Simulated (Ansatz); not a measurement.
TaSi2:

```xyz
9
Lattice="4.7839 0.0000 0.0000 -2.3920 4.1430 0.0000 0.0000 0.0000 6.5700" Properties=species:S:1:pos:R:3 pbc="T T T"
Ta   -1.1960    2.0715    2.1900
Ta    1.1960    2.0715    4.3800
Ta    2.3920    0.0000    0.0000
Si    1.1407    0.6586    2.1900
Si   -1.2512    3.4844    4.3800
Si    2.3920    2.8258    0.0000
Si    1.2512    3.4844    2.1900
Si    3.6432    0.6586    4.3800
Si    0.0000    1.3172    0.0000
```

Base run:

* Program: Ansatz 0.2.0
* Functional: PBEsol
* Potentials or basis: Ansatz PAW
* Cutoff: 420 eV (not typed: the program's choice for these potentials)
* k mesh: 5 × 5 × 3
* Occupations: fermi-dirac, width 0.05 eV
* Spin: no spin polarisation
* Hubbard terms: Ta d U = 2 eV

Its results: band gap on the k mesh none (metal or under the smearing width); pressure -1.6 GPa; largest force 0.019 eV/Å.

**Question.** The run is repeated on the same cell with these changes: hubbard terms from Ta d U = 2 eV to Ta d U = 4 eV. What comes out?

**Answer.** Band gap on the k mesh none (metal or under the smearing width); pressure -1.0 GPa; largest force 0.060 eV/Å.

Caveats: U without spin polarisation on a metal has little footing; the PAW data sets come from PBE, with cores solved anew for the run's functional, which leaves a small shift of forces and pressure; the U is typed as a test and isn't derived for this compound.
